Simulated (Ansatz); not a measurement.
# GaN (P6_3mc) in Ansatz: a series of runs

The runs below take GaN through single point, with PBE.

Program: Ansatz 0.2.0. These are calculated values, not measurements. Logs are shortened: lines on timing, memory, paths and dates and some standing lists are left out, and cuts for length are marked.

### 1 The crystal as given

Symmetry: P6_3mc, No. 186, hexagonal system. The conventional cell has a = 3.180 Å, b = 3.180 Å, c = 5.166 Å, α = 90.00°, β = 90.00°, γ = 120.00°. Ga (site symmetry 3m) is surrounded by 4 N at 1.94 to 1.95 Å. N (site symmetry 3m) has 4 Ga at 1.94 to 1.95 Å as nearest neighbours.

### 2 Single point, PBE, 10.63 Å³/atom (volume scaled by 0.94)

The input, input.yaml:

```yaml
crystal:
  lattice:
    - [3.1150838257, 0.0, 0.0]
    - [-1.5575419129, 2.697741728, 0.0]
    - [0.0, 0.0, 5.0605418376]
  atoms:
    - { symbol: Ga, position: [0.6666666667, 0.3333333333, 0.5] }
    - { symbol: Ga, position: [0.3333333333, 0.6666666667, 0.0] }
    - { symbol: "N", position: [0.6666666667, 0.3333333333, 0.875] }
    - { symbol: "N", position: [0.3333333333, 0.6666666667, 0.375] }
kpoints:
  mp_grid: { grid: [10, 10, 5] }
scf:
  occupations: { method: fermi_dirac, width: 0.05 }
hamiltonian:
  xc: pbe
  pseudopotentials: { kind: all_electron, lapw: { basis_error: 0.001 } }
output:
  forces: true
  stress: true
  eigenvalues: true
```

Potentials or basis: all-electron LAPW, scalar-relativistic.

The run is started by

```console
> ansatz run input.yaml --threads 2 --pin off --max-ram 6144MiB --backend cpu --events-out ev --progress --plain --runs-dir out
```

Log:

```text
Warning: RAYON_NUM_THREADS=2 ignored (pool sized by the plan → 2); use --threads N
LAPW: plane waves up to 10.837 Å⁻¹, error target 1.0e-3 eV per atom; small_component_spin mean_spin; N in spheres of 0.830 Å, 7 of its electrons in bands, Dirac shells []; Ga in spheres of 1.067 Å, 21 of its electrons in bands, Dirac shells [] (how accurate: hamiltonian.pseudopotentials.lapw.basis_error, Limitations)
Engine: ansatz 0.2.0, aarch64-unknown-linux-gnu
Pseudopotentials: kind: all_electron
Pseudopotential: Ga, LAPW, valence charge 21, lapw/all_electron/scalar/gaussian/Ga, Koelling and Harmon's equation, gaussian nucleus
Pseudopotential: N, LAPW, valence charge 7, lapw/all_electron/scalar/gaussian/N, Koelling and Harmon's equation, gaussian nucleus
Functional definition: PBE
  parameter kappa = 0.804
  parameter beta = 0.06672455060314922
  exchange = pbe_x(kappa = kappa, mu = beta*pi^2/3)
  correlation = pbe_c(beta = beta)
Crystal: 4 atoms, lattice volume = 42.527 Å³
Basis set: ecut = 447.46361904630265 eV, 941 PW (Γ), exchange–correlation at level 2
Bands: 34, of which v1, the nominal top of the filled ones, is band 28 counted from 1 (27 counted from 0)
Symmetry: 12 space group operations
Space group: P63mc (ITA 186), of the structure as read, at distance tolerance 3.5e-5 Å
k-points: 42 of 500 (time reversal used)
Non-local potential: Ga, projectors of the file, none
Non-local potential: N, projectors of the file, none
Initial density: superposition of atomic densities (chi_scale 0.1, normalization cell, long waves kept (reshape's long-wave potential 0.00 eV rms))
Initial wavefunctions: plane waves of lowest kinetic energy (no species holds an atomic orbital)
Functional: x = pbe(κ = 0.804, μ = 0.2195149727645171), c = pbe(β = 0.06672455060314922)
iter 1 solved again at ethr=1.97e-2 eV; its pass at ethr=1.00e-1 eV (dr2=1.10e1 eV) is discarded
SCF iter   1: F=—  HF=-108785.740984 eV  |F-HF|=—  |Δ(HF+E_count)|=         —  Δρ=1.47e-1  dr2=1.10e1  ethr=1.97e-2  ⟨swp⟩=2.0  Hψ=9255  notcnv=0
preconditioner: auto → Resta (q_TF=auto, 2.856 Å⁻¹)  ε∞=4.7  [insulator: Δε(μ)=3.783 eV  Ē_g=17.725 eV  σ=0.050 eV  W_gap=1.00  n_scr=22 (ndim 8)  ℏωp=34.2 eV  f_vac=0.000  D(μ)=0.00/eV (n_scr^D=0)  ε∞_Penn≈4.7]
iter 2 solved again at ethr=8.99e-4 eV; its pass at ethr=1.97e-2 eV (dr2=5.03e-1 eV) is discarded
SCF iter   2: F=—  HF=-108781.579621 eV  |F-HF|=—  |Δ(HF+E_count)|=    4.16e0  Δρ=3.49e-2  dr2=5.03e-1  ethr=8.99e-4  ⟨swp⟩=2.0  Hψ=7418  notcnv=0
SCF iter   3: F=—  HF=-108781.514236 eV  |F-HF|=—  |Δ(HF+E_count)|=         —  Δρ=2.58e-2  dr2=3.37e-1  ethr=8.98e-4  ⟨swp⟩=2.0  Hψ=4069  notcnv=0
the basis was enlarged: its passes take 406.9 KiB over the memory plan, 2 of 2 planned eigensolver slots
SCF iter   4: F=—  HF=-108781.572238 eV  |F-HF|=—  |Δ(HF+E_count)|=   5.80e-2  Δρ=1.10e-2  dr2=6.32e-2  ethr=6.01e-4  ⟨swp⟩=2.4  Hψ=4105  notcnv=0
SCF iter   5: F=—  HF=-108781.481375 eV  |F-HF|=—  |Δ(HF+E_count)|=   9.09e-2  Δρ=3.09e-3  dr2=4.20e-3  ethr=1.13e-4  ⟨swp⟩=3.0  Hψ=4325  notcnv=0
SCF iter   6: F=—  HF=-108781.480615 eV  |F-HF|=—  |Δ(HF+E_count)|=   7.60e-4  Δρ=7.77e-4  dr2=3.18e-4  ethr=7.50e-6  ⟨swp⟩=3.0  Hψ=4151  notcnv=0
SCF iter   7: F=—  HF=-108781.480941 eV  |F-HF|=—  |Δ(HF+E_count)|=   3.26e-4  Δρ=2.29e-4  dr2=2.59e-5  ethr=5.69e-7  ⟨swp⟩=3.0  Hψ=4098  notcnv=0
SCF iter   8: F=—  HF=-108781.480950 eV  |F-HF|=—  |Δ(HF+E_count)|=   8.76e-6  Δρ=3.01e-5  dr2=3.33e-7  ethr=4.62e-8  ⟨swp⟩=3.0  Hψ=4137  notcnv=0
SCF iter   9: F=-108781.480950 eV  HF=-108781.480950 eV  |F-HF|=1.38e-8  |Δ(HF+E_count)|=   2.94e-7  Δρ=6.84e-6  dr2=1.95e-8  ethr=5.95e-10  ⟨swp⟩=3.0  Hψ=4108  notcnv=0
SCF 1 converged in 9 iterations: F = -108781.480950 eV  dr2 = 1.95e-8
SCF converged after 9 iterations
Free energy (F): -108781.480950 eV
Harris-Foulkes:  -108781.480950 eV  (|F-HF|=1.38e-8)
Internal energy: -108781.480950 eV  (E = F + TS)
E sigma→0 (E₀):  -108781.480950 eV
Fermi energy:    13.950333 eV
--- Per-component energies (eV) ---
  E_band       = -2833.963564
  E_kinetic    = 110870.152136
  E_xc         = -4500.565762
  E_electrostatic = -215151.067325  (all electrons and nuclei)
  E_smearing   = -0.000000  (= −TS)
  E_closure    = 0.000000  (closes the sum)
  E_atoms      = -108757.374148  (free atoms, spherical and without spin; not in F)
  Σ components = -108781.480950   (vs F -108781.480950, Δ=0.00e0)
  Basis errors (estimates in eV, not in F): energy 4.4e-4 per atom: plane waves 4.1e-4 (2.4e-4 summed), levels above the bands 9.0e-87, relativity 4.0e-8, radial functions 3.8e-5, core shells 5.0e-10; eigenvalues (radial functions only) 1.5e-6; not estimated: angular momenta, meshes, grids; target (lapw.basis_error) 1.0e-3; muffin-tin radii N 0.830 Å, Ga 1.067 Å
--- Forces (eV/Å), atoms counted from 1 ---
  atom   1  Ga    -0.00000000    -0.00000000    -0.15423479
  atom   2  Ga     0.00000000     0.00000000    -0.15423479
  atom   3  N     -0.00000000    -0.00000000     0.15422812
  atom   4  N      0.00000000     0.00000000     0.15422812
  max |Σ_I F_I| component: 1.33e-5 eV/Å
--- Stress (GPa, compression-positive) ---
       20.611826       0.000000      -0.000000
        0.000000      20.611826       0.000000
       -0.000000       0.000000      23.386308
  P = ⅓ Tr σ = 21.5367 GPa (215.367 kbar)
--- Band table (eV; the first three rows and the last of 42) ---
  k-point 0: bands = ["-362.2983", "-362.2983", "-129.3261", "-129.3260", "-80.0742", "-80.0733", "-80.0733", "-80.0729", "-80.0729", "-80.0719", "-3.9028", "-2.7666", "-0.8715", "-0.8464", "-0.8464", "-0.7691", "-0.7691", "-0.5372", "-0.5372", "-0.4160", "-0.4160", "0.8499", "5.1523", "11.5741", "11.5741", "12.6526", "12.7170", "12.7170", "15.1152", "17.4384", "22.3347", "23.0099", "23.0099", "23.9932"]
  k-point 1: bands = ["-362.2983", "-362.2983", "-129.3261", "-129.3260", "-80.0740", "-80.0732", "-80.0732", "-80.0729", "-80.0729", "-80.0721", "-3.7713", "-2.8324", "-0.8437", "-0.8437", "-0.8428", "-0.7808", "-0.7808", "-0.5212", "-0.5212", "-0.4236", "-0.4236", "0.3939", "5.9720", "11.6078", "11.6785", "11.6785", "12.6033", "12.6033", "15.9513", "17.5126", "22.0600", "23.0506", "23.0506", "23.0718"]
  k-point 2: bands = ["-362.2983", "-362.2983", "-129.3260", "-129.3260", "-80.0734", "-80.0731", "-80.0731", "-80.0730", "-80.0730", "-80.0727", "-3.4335", "-3.0609", "-0.8314", "-0.8314", "-0.8072", "-0.8072", "-0.7017", "-0.4845", "-0.4845", "-0.4474", "-0.4474", "-0.3016", "7.7359", "9.7394", "11.9565", "11.9565", "12.3098", "12.3098", "17.0743", "17.5662", "21.6082", "21.8648", "23.2889", "23.2889"]
  k-point 41: bands = ["-362.2983", "-362.2983", "-129.3259", "-129.3259", "-80.0746", "-80.0746", "-80.0742", "-80.0740", "-80.0727", "-80.0726", "-2.5828", "-2.5590", "-0.7401", "-0.7146", "-0.6968", "-0.6313", "-0.5272", "-0.5258", "-0.4796", "-0.4678", "1.1813", "1.3188", "6.2127", "6.3591", "7.9618", "8.7602", "10.7659", "11.0796", "19.2516", "19.4374", "20.3805", "20.8205", "22.2156", "22.4074"]
```

Run time: 33 s. Hardware: 2 threads of Arm Neoverse V1, shared host; peak memory 0.45 GiB.

Results:

```
Free energy            : -108781.4810 eV
Pressure               : 21.5 GPa
Largest force          : 0.154 eV/Å
Band gap on the k mesh : 2.40 eV, direct
```

### 3 Single point, PBE, 10.86 Å³/atom (volume scaled by 0.96)

Edit input.yaml of step 2 so:

```diff
@@ -2,5 +2,5 @@
   lattice:
-    - [3.1150838257, 0.0, 0.0]
-    - [-1.5575419129, 2.697741728, 0.0]
-    - [0.0, 0.0, 5.0605418376]
+    - [3.1370217585, 0.0, 0.0]
+    - [-1.5685108793, 2.7167405351, 0.0]
+    - [0.0, 0.0, 5.0961806304]
   atoms:
```

Potentials or basis: all-electron LAPW, scalar-relativistic.

The run is started by

```console
> ansatz run input.yaml --threads 2 --pin off --max-ram 6144MiB --backend cpu --events-out ev --progress --plain --runs-dir out
```

Wall time 34 s (2 threads of Arm Neoverse V1, shared host); peak memory 0.44 GiB.

It converged, with:

| Property | Result |
| --- | --- |
| Free energy | -108781.5874 eV |
| Pressure | 16.2 GPa |
| Largest force | 0.148 eV/Å |
| Band gap on the k mesh | 2.26 eV, direct |

### 4 Single point, PBE, 11.08 Å³/atom (volume scaled by 0.98)

Edit input.yaml of step 3 so:

```diff
@@ -2,5 +2,5 @@
   lattice:
-    - [3.1370217585, 0.0, 0.0]
-    - [-1.5685108793, 2.7167405351, 0.0]
-    - [0.0, 0.0, 5.0961806304]
+    - [3.158657075, 0.0, 0.0]
+    - [-1.5793285375, 2.7354772688, 0.0]
+    - [0.0, 0.0, 5.1313278144]
   atoms:
```

The run is started by

```console
> ansatz run input.yaml --threads 2 --pin off --max-ram 6144MiB --backend cpu --events-out ev --progress --plain --runs-dir out
```

Run time: 34 s. Hardware: 2 threads of Arm Neoverse V1, shared host; peak memory 0.44 GiB.

The run converged. Its results:

- Free energy: -108781.6654 eV
- Pressure: 11.5 GPa
- Largest force: 0.142 eV/Å
- Band gap on the k mesh: 2.12 eV, direct

### 5 Single point, PBE, 11.31 Å³/atom

Edit input.yaml of step 4 so:

```diff
@@ -2,5 +2,5 @@
   lattice:
-    - [3.158657075, 0.0, 0.0]
-    - [-1.5793285375, 2.7354772688, 0.0]
-    - [0.0, 0.0, 5.1313278144]
+    - [3.18, 0.0, 0.0]
+    - [-1.59, 2.753960784, 0.0]
+    - [0.0, 0.0, 5.166]
   atoms:
```

The run is started by

```console
> ansatz run input.yaml --threads 2 --pin off --max-ram 6144MiB --backend cpu --events-out ev --progress --plain --runs-dir out
```

It took 34 s on 2 threads of Arm Neoverse V1, shared host; peak memory 0.44 GiB.

Results (log left out):

| Item | Value |
| --- | --- |
| Free energy | -108781.7180 eV |
| Pressure | 7.2 GPa |
| Largest force | 0.136 eV/Å |
| Band gap on the k mesh | 1.98 eV, direct |

### 6 Single point, PBE, 11.54 Å³/atom (volume scaled by 1.02)

Edit input.yaml of step 5 so:

```diff
@@ -2,5 +2,5 @@
   lattice:
-    - [3.18, 0.0, 0.0]
-    - [-1.59, 2.753960784, 0.0]
-    - [0.0, 0.0, 5.166]
+    - [3.2010602164, 0.0, 0.0]
+    - [-1.6005301082, 2.7721994664, 0.0]
+    - [0.0, 0.0, 5.2002129176]
   atoms:
```

Potentials or basis: all-electron LAPW, scalar-relativistic.

The run is started by

```console
> ansatz run input.yaml --threads 2 --pin off --max-ram 6144MiB --backend cpu --events-out ev --progress --plain --runs-dir out
```

Wall time 33 s (2 threads of Arm Neoverse V1, shared host); peak memory 0.44 GiB.

The run converged. Its results:

```yaml
Free_energy: -108781.7475 eV
Pressure: 3.3 GPa
Largest_force: 0.131 eV/Å
Band_gap_on_the_k_mesh: 1.85 eV, direct
```

### 7 Single point, PBE, 11.76 Å³/atom (volume scaled by 1.04)

Edit input.yaml of step 6 so:

```diff
@@ -2,5 +2,5 @@
   lattice:
-    - [3.2010602164, 0.0, 0.0]
-    - [-1.6005301082, 2.7721994664, 0.0]
-    - [0.0, 0.0, 5.2002129176]
+    - [3.2218469041, 0.0, 0.0]
+    - [-1.6109234521, 2.7902012661, 0.0]
+    - [0.0, 0.0, 5.2339814801]
   atoms:
```

The run is started by

```console
> ansatz run input.yaml --threads 2 --pin off --max-ram 6144MiB --backend cpu --events-out ev --progress --plain --runs-dir out
```

Wall time 33 s (2 threads of Arm Neoverse V1, shared host); peak memory 0.44 GiB.

The run converged. Its results:

```yaml
Free_energy: -108781.7563 eV
Pressure: -0.1 GPa
Largest_force: 0.126 eV/Å
Band_gap_on_the_k_mesh: 1.72 eV, direct
```

### 8 Single point, PBE, 11.99 Å³/atom (volume scaled by 1.06)

Edit input.yaml of step 7 so:

```diff
@@ -2,5 +2,5 @@
   lattice:
-    - [3.2218469041, 0.0, 0.0]
-    - [-1.6109234521, 2.7902012661, 0.0]
-    - [0.0, 0.0, 5.2339814801]
+    - [3.2423687753, 0.0, 0.0]
+    - [-1.6211843877, 2.8079737278, 0.0]
+    - [0.0, 0.0, 5.2673198406]
   atoms:
```

The run is started by

```console
> ansatz run input.yaml --threads 2 --pin off --max-ram 6144MiB --backend cpu --events-out ev --progress --plain --runs-dir out
```

Run time: 33 s. Hardware: 2 threads of Arm Neoverse V1, shared host; peak memory 0.44 GiB.

It converged, with:

* Free energy: -108781.7465 eV
* Pressure: -3.3 GPa
* Largest force: 0.120 eV/Å
* Band gap on the k mesh: 1.59 eV, direct
